**Q:** I have the levels of SnO₂ at five k points from one LDA run. Could I work out the levels at the zone centre Γ and at (0.25, 0, 0) before looking them up?

**A:** Try it. Points a, b and c give the position along the three reciprocal cell vectors. "Level under 1" is the highest filled level and "level over 1" the lowest empty one, counted from the valence top.

Kohn–Sham levels of SnO₂ (space group P4₂/mnm, 6-atom cell) at points of a 4×4×5 k mesh, from ABINIT 10.8.3 with LDA and JTH PAW LDA v2.0 datasets, without spin polarisation or spin-orbit coupling. The plane-wave cutoff is 625.862 eV and the Fermi–Dirac smearing width 0.05 eV. Levels are numbered outward from the gap, with the valence top as zero.

| point a (reciprocal cell vector) | point b (reciprocal cell vector) | point c (reciprocal cell vector) | level under 3 (eV) | level under 2 (eV) | level under 1 (eV) | level over 1 (eV) | level over 2 (eV) |
| --- | --- | --- | --- | --- | --- | --- | --- |
| 0.0000 | 0.0000 | 0.0000 | ? | ? | ? | ? | ? |
| 0.2500 | 0.0000 | 0.0000 | ? | ? | ? | ? | ? |
| 0.5000 | 0.2500 | 0.0000 | -1.248 | -0.784 | -0.784 | 4.466 | 4.466 |
| 0.0000 | 0.0000 | 0.2000 | -0.799 | -0.799 | -0.337 | 3.063 | 6.560 |
| 0.2500 | 0.0000 | 0.2000 | -0.975 | -0.842 | -0.426 | 3.674 | 6.243 |
| 0.0000 | 0.0000 | 0.4000 | -1.193 | -1.146 | -1.146 | 5.282 | 6.534 |
| 0.5000 | 0.0000 | 0.4000 | -1.121 | -0.770 | -0.770 | 6.127 | 6.127 |

**Q:** Where do I start?

**A:** Start where levels coincide. At both points with point a = 0.5, the two conduction levels are equal, and so are the two highest valence levels. Symmetry demands this: a screw axis together with time reversal pairs the states when spin-orbit coupling is left out.

For the conduction levels there is also a simple picture. The cell holds two tin atoms, one at the corner and one at the centre. Give each a single s-like state, the usual assignment for this band. In phase they form the lower level, in antiphase the upper one. At the zone face the contributions from the eight surrounding tin atoms cancel, so the two levels merge.

**Q:** Does that picture give numbers?

**A:** Yes. The half-splitting should be R cos(πa) cos(πb) cos(πc), where a, b and c are the point's coordinates and R is a constant. The three points off the face give R between 2.0 and 2.2 eV, so the pattern holds to about a tenth. The mean of the two levels should follow plain cosines, because hops between tin atoms of the same kind only shift it.

**Q:** Then I extend the cosines to Γ and read off the lower level.

**A:** You get 1.97 eV, and you already know that is wrong. The run reports a direct gap of 1.127 eV, and SnO₂ is known to have both band edges at Γ. The cosines fail just where the band is lowest.

**Q:** What did they leave out?

**A:** Most likely the oxygen between the tin atoms. A tin s level Es coupled to an oxygen 2p level Ep by a strength V obeys (E − Es)(E − Ep) = V². A hop from tin to tin uses two tin–oxygen contacts, so it is V² that follows the cosines, not E.

Take the limit at Γ. All tin s states are in phase, and an oxygen p orbital, with lobes of opposite sign, sees three tin atoms around it whose effects nearly cancel. V almost vanishes; the model sets it to zero there, so E falls to Es. Oxygen 2s keeps one sign all round, so it still pushes the tin level up at Γ; the fitted Es absorbs that push. Close to the limit of zero V, a small V² lifts E quickly; higher up, the same increase lifts it less. Straight cosines drawn from the higher points therefore end too high.

**Q:** Can you work one case through?

**A:** Take the lower conduction level at (0.25, 0, 0). Set Es = 1.127 eV from the gap. Ep must then be −2.874 eV for the product F = (E − Es)(E − Ep) to reach zero at Γ. That value also absorbs the model's errors, so don't read it as a real oxygen level.

1. At (0.25, 0, 0.2), F is 2.547 × 6.548 = 16.68 eV² for the lower level and 5.116 × 9.117 = 46.64 eV² for the upper. The mean is 31.66, the half-splitting 14.98.
2. On the c axis, the mean F is (1.936 × 5.937 + 5.433 × 9.434)/2 = 31.37 at point c = 0.2 and (4.155 × 8.156 + 5.407 × 9.408)/2 = 42.38 at 0.4. The mean is taken to follow cos(2πc), which changes 0.618 times as much between 0 and 0.2 as between 0.2 and 0.4. The step back to zero is therefore 0.618 × (31.37 − 42.38) = −6.80.
3. The half-splitting grows to 14.98/cos 36° = 18.52.
4. So F = 31.66 − 6.80 − 18.52 = 6.34, which E = 2.342 eV satisfies: 1.215 × 5.216 = 6.34.

The three points off the face and the gap set all constants. The two face points test the mean, which comes out within 0.15 eV. Straight cosines do as well there, within 0.11 eV, so these points can't choose between the two forms.

**Q:** And the valence levels?

**A:** Follow bands there, not columns. Along c a single level leads at 0.2 but has dropped below a pair at 0.4. I let the pair rise towards Γ in the same proportion as the single level. For (0.25, 0, 0) I take the sideways step seen at point c = 0.2 and apply it at zero.

**Q:** Then let us write the forecasts down.

**A:** The error bars are judgements; those on the conduction levels are wider than the misses at the face points.

- **Γ:** valence top 0 and lower conduction level 1.127 eV, which follow from the zero and the gap and test nothing. Valence pair at −0.66 ± 0.15 eV; second conduction level at 6.42 ± 0.40 eV.
- **(0.25, 0, 0):** top valence level at −0.09 eV, range −0.30 to 0, since no filled level can pass zero and repulsion between levels may hide part of the fall. Conduction levels at 2.34 ± 0.25 and 6.01 ± 0.35 eV. Straight cosines would put the lower one at 2.69 eV. I make no forecast for the deeper valence levels.

The withheld rows as computed:

| point a (reciprocal cell vector) | point b (reciprocal cell vector) | point c (reciprocal cell vector) | level under 3 (eV) | level under 2 (eV) | level under 1 (eV) | level over 1 (eV) | level over 2 (eV) |
| --- | --- | --- | --- | --- | --- | --- | --- |
| 0.0000 | 0.0000 | 0.0000 | -0.803 | -0.803 | 0.000 | 1.127 | 5.912 |
| 0.2500 | 0.0000 | 0.0000 | -1.196 | -0.760 | -0.297 | 2.428 | 5.491 |

**Q:** The lower conduction level came out well.

**A:** It lies at 2.43 eV, 0.09 eV above the forecast, while straight cosines are 0.27 eV too high. The bend that the oxygen argument calls for is there. But the quadratic form was given the gap and the straight cosines weren't, so the contest isn't even. One point supports the shape of the curve; it doesn't identify the orbitals, and longer hops between tin atoms could bend the cosines too.

**Q:** But both upper levels are wrong.

**A:** Both forecasts are about 0.5 eV too high, outside their bars. The oxygen correction isn't the only culprit: at Γ straight cosines give 1.97 + 2 × 2.16, about 6.3 eV, against 5.91 computed. The model has no states above the tin s pair. Such states might push the upper level down, or one of them might itself be the second level here; these energies can't decide. Tin 5p can't do the pushing at Γ, where inversion symmetry keeps it from mixing with tin s.

**Q:** The valence forecasts are inside their ranges, at least.

**A:** Both are, but my reasoning for the pair failed. It lies at −0.80 eV, practically where it was at point c = 0.2, so it doesn't share the single level's rise. The top level at (0.25, 0, 0) lies at −0.30 eV, at the very edge of its range. Level repulsion at point c = 0.2 may have hidden most of that fall, but these energies alone can't confirm it.

**Q:** What does this mean for someone who makes conducting SnO₂ coatings?

**A:** Compare the two band edges. From Γ to (0.25, 0, 0) the lower conduction level rises by 2.43 − 1.13 = 1.30 eV, while the top valence level falls by only 0.30 eV. A steep band means light carriers, so added electrons should move much more easily than holes. The mesh is too coarse for actual masses, and LDA makes the gap far too small, so don't take the absorption edge from this table. The printed output below lists R, Ep and every miss.

The analysis program printed:

```
splitting constant R from point (0, 0, 0.2), eV: 2.161
splitting constant R from point (0.25, 0, 0.2), eV: 2.245
splitting constant R from point (0, 0, 0.4), eV: 2.026
straight cosines, prediction less value at (0.5, 0.25, 0), eV: 0.1088
straight cosines, prediction less value at (0.5, 0, 0.4), eV: 0.075
quadratic model, prediction less value at (0.5, 0.25, 0), eV: 0.08568
quadratic model, prediction less value at (0.5, 0, 0.4), eV: -0.1483
straight cosines, lower conduction level at Gamma, eV: 1.973
straight cosines at Gamma less the known gap, eV: 0.8456
oxygen-like level Ep of the quadratic model, eV: -2.874
forecast valence pair at Gamma, eV: -0.6624
forecast second conduction level at Gamma, eV: 6.417
forecast top valence level at (0.25, 0, 0), eV: -0.089
forecast lower conduction level at (0.25, 0, 0), eV: 2.342
forecast upper conduction level at (0.25, 0, 0), eV: 6.01
straight cosines, lower conduction level at (0.25, 0, 0), eV: 2.693
computed levels in eV:
   row  under3  under2  under1  over1  over2
   0.0  -0.803  -0.803       0  1.127  5.912
  0.25  -1.196   -0.76  -0.297  2.428  5.491
   0.5  -1.248  -0.784  -0.784  4.466  4.466
   0.0  -0.799  -0.799  -0.337  3.063   6.56
  0.25  -0.975  -0.842  -0.426  3.674  6.243
   0.0  -1.193  -1.146  -1.146  5.282  6.534
   0.5  -1.121   -0.77   -0.77  6.127  6.127
miss of valence pair at Gamma, forecast less value, eV: 0.1406
miss of second conduction level at Gamma, forecast less value, eV: 0.5048
miss of top valence level at (0.25, 0, 0), forecast less value, eV: 0.208
miss of lower conduction level at (0.25, 0, 0), forecast less value, eV: -0.08561
miss of upper conduction level at (0.25, 0, 0), forecast less value, eV: 0.5188
miss of straight cosines for that lower level, prediction less value, eV: 0.2651
```
